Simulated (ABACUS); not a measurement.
Te, 3 atoms in the cell. Symmetry: P3_121, No. 152, trigonal system. The conventional cell has a = 4.454 Å, b = 4.454 Å, c = 5.924 Å, α = 90.00°, β = 90.00°, γ = 120.00°. Te (site symmetry 2) has 2 Te at 2.86 Å as nearest neighbours. 

- Program: ABACUS 3.10.1
- Task: single point
- Functional: PBEsol
- Potentials or basis: SG15 ONCV 1.2 PBE
- Cutoff: 1129 eV
- Density cutoff: 4517 eV
- Basis: plane waves
- k mesh: 6 × 6 × 4
- Occupations: fermi-dirac, width 0.05 eV
- Spin: no spin polarisation
- Radial cutoff of the potentials (pseudo_rcut): 10 bohr
- SCF threshold on the density: 1e-08
- Max SCF steps: 100
- Eigensolver: dav
- Mixing: broyden
- Mixing share: 0.7
- Symmetry key: 1
- Bands: 35

Potentials or basis: SG15 ONCV 1.2 PBE, plane waves.

Run with:

```console
$ OMP_NUM_THREADS=1 mpirun -np 4 abacus > log
```

Hardware: 4 MPI ranks on Intel(R) Xeon(R) Platinum 8375C CPU @ 2.90GHz (Ice Lake), with other jobs on the host.

How long does it take, and how much memory?

It took 35 s on 4 MPI ranks on Intel(R) Xeon(R) Platinum 8375C CPU @ 2.90GHz (Ice Lake) (shared host), peak memory 0.72 GiB a rank. Counts: scf iterations 6, k points 24, bands 35, ranks 4.
